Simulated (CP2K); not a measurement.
HfO2 in CP2K: the effect of functional

HfO2:

```
Hf O
1.0
     5.55640    0.00000    0.00000
     0.00000    3.33360    0.00000
     0.00000    0.00000    6.50500
Hf O
4 8
Direct
  0.74868 0.75000 0.60787
  0.25132 0.25000 0.39213
  0.24868 0.75000 0.89213
  0.75132 0.25000 0.10787
  0.63950 0.25000 0.42340
  0.36050 0.75000 0.57660
  0.13950 0.25000 0.07660
  0.86050 0.75000 0.92340
  0.52079 0.25000 0.84145
  0.47921 0.75000 0.15855
  0.02079 0.25000 0.65855
  0.97921 0.75000 0.34145
```

Measurements of this composition are mostly on another form, of space group No. 14.

Alike in all runs:

```yaml
Program: CP2K 2026.2
Potentials_or_basis: POTENTIAL_UZH Hf GTH-PBE-q12, O GTH-PBE-q6; DZVP-MOLOPT-PBE-GTH basis
Density_cutoff: 11565 eV
k_mesh: 4 × 6 × 3
Occupations: fermi-dirac, width 0.05 eV
Spin: no spin polarisation
```

| functional | gap on the mesh (eV) | pressure (GPa) | largest force (eV/Å) |
| --- | --- | --- | --- |
| PBE | 3.42 | -2.3 | 0.14 |
| LDA | 3.25 | -13.8 | 0.14 |
| PBEsol | 3.31 | -9.4 | 0.14 |
| PW91 | 3.43 | -2.8 | 0.15 |
| OLYP | 3.58 | -4.1 | 1.04 |
| AM05 | ? | ? | ? |
| TPSS | 3.53 | -4.8 | 0.05 |

What does the run with functional AM05 give?

gap on the mesh 3.32 eV; pressure -9.0 GPa; largest force 0.17 eV/Å.

Caveats: spin-orbit coupling is left out, which moves the levels of the heavy elements; the basis of atomic orbitals isn't converged, which shifts pressures, moduli and gaps; the potentials were made for another functional, which shifts forces and pressure (some runs); an odd mesh through Γ misses points on the zone boundary, where band edges often lie (some runs).
